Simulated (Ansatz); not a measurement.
CaO (rocksalt) under strain

CaO built on the rocksalt prototype, relaxed with r2SCAN in the PAW code Ansatz. It is cubic, Fm-3m (No. 225); a = 4.795 Å in the conventional setting, 13.78 Å³ an atom. Ca is surrounded by 6 O at 2.40 Å; O is surrounded by 6 Ca at 2.40 Å.

The axes x, y and z are those of this cell:
```yaml
crystal:
  lattice:
    - [0.00000, 2.39755, 2.39755]
    - [2.39755, 0.00000, 2.39755]
    - [2.39755, 2.39755, 0.00000]
  atoms:
    - { symbol: Ca, position: [0.00000, 0.00000, 0.00000] }
    - { symbol: O, position: [0.50000, 0.50000, 0.50000] }
```

Unstrained: The PBE gap is indirect, 3.653 eV (Γ to X), below the direct gap of 4.025 eV at X. The r2SCAN gap is indirect, 4.199 eV (Γ to X), below the direct gap of 4.574 eV at X. The HSE06 gap is indirect, 5.312 eV (Γ to X), below the direct gap of 5.733 eV at X. Meshes: PBE 10×10×10, r2SCAN 10×10×10, HSE06 6×6×6. Strains are changes of length per length, and xy shears are angles. After each strain the atoms were relaxed again with r2SCAN within the symmetry that the strain leaves, so tilts or polar shifts that break it weren't tested; points keep the names that they have in the unstrained zone. The values are computed, spin-unpolarised, and not measurements.

Changes of the least gap in eV (an overlap counts as a negative gap):
```
                                     strain  volume change (%)  space group     PBE  r2SCAN   HSE06  G0W0@PBE (mesh)  energy rise, r2SCAN (meV/atom)
                    uniaxial -3.0 % along x               -3.0       I4/mmm  -0.136  -0.141  -0.120            -0.16                            10.1
                    uniaxial -0.5 % along z               -0.5       I4/mmm  -0.020  -0.021  -0.018            -0.02                             0.2
xy shear, engineering strain (angle) -2.0 %                0.0         Immm  -0.036  -0.038  -0.037            -0.04                             1.4
           isotropic -0.5 % on every length               -1.5        Fm-3m  -0.004  -0.004  -0.001            -0.01                             1.1
                uniaxial -0.5 % along [111]               -0.5         R-3m  -0.012  -0.013  -0.012            -0.01                             0.2
```
Unstrained, G0W0@PBE with 114 empty bands, a screening cutoff of 150 eV and a 6×6×6 mesh gives 5.85 eV on its mesh; the band count follows the volume. G0W0 here is at a finite number of bands, screening cutoff and k mesh, not at the basis limit.

Uniaxial -3.0 % along x, other directions held. HSE06: the gap goes from 5.312 to 5.192 eV (-0.120 eV); with r2SCAN the top three valence levels at Γ, degenerate before, become 1+2 from the top over 89 meV. Stress change with r2SCAN, compression positive: xx +8.41, yy +1.91, zz +1.91 GPa.

Uniaxial -0.5 % along z, other directions held. HSE06: the gap goes from 5.312 to 5.294 eV (-0.018 eV); with r2SCAN the top three valence levels at Γ, degenerate before, become 1+2 from the top over 13 meV. Stress change with r2SCAN, compression positive: xx +0.30, yy +0.30, zz +1.19 GPa.

Xy shear, engineering strain (angle) -2.0 %. HSE06: the gap goes from 5.312 to 5.275 eV (-0.037 eV); with r2SCAN the top three valence levels at Γ, degenerate before, become 1+1+1 from the top over 68 meV. Stress change with r2SCAN, compression positive: xx +0.01, yy +0.01, zz -0.03, xy +1.59 GPa.

Isotropic -0.5 % on every length. HSE06: the gap goes from 5.312 to 5.311 eV (-0.001 eV). Stress change with r2SCAN, compression positive: xx +1.82, yy +1.82, zz +1.82 GPa. For HSE06, dE_g/d ln V = 0.1 eV over this step.

Uniaxial -0.5 % along [111], other directions held. HSE06: the gap goes from 5.312 to 5.300 eV (-0.012 eV); with r2SCAN the top three valence levels at Γ, degenerate before, become 1+2 from the top over 17 meV. Stress change with r2SCAN, compression positive: xx +0.59, yy +0.59, zz +0.59, xy +0.26, xz +0.26, yz +0.26 GPa.

The meshes of the hybrids are coarse, so their gaps aren't converged to the digits shown.

The splittings at Γ are without spin-orbit coupling, which regroups them where it is of like size or larger.
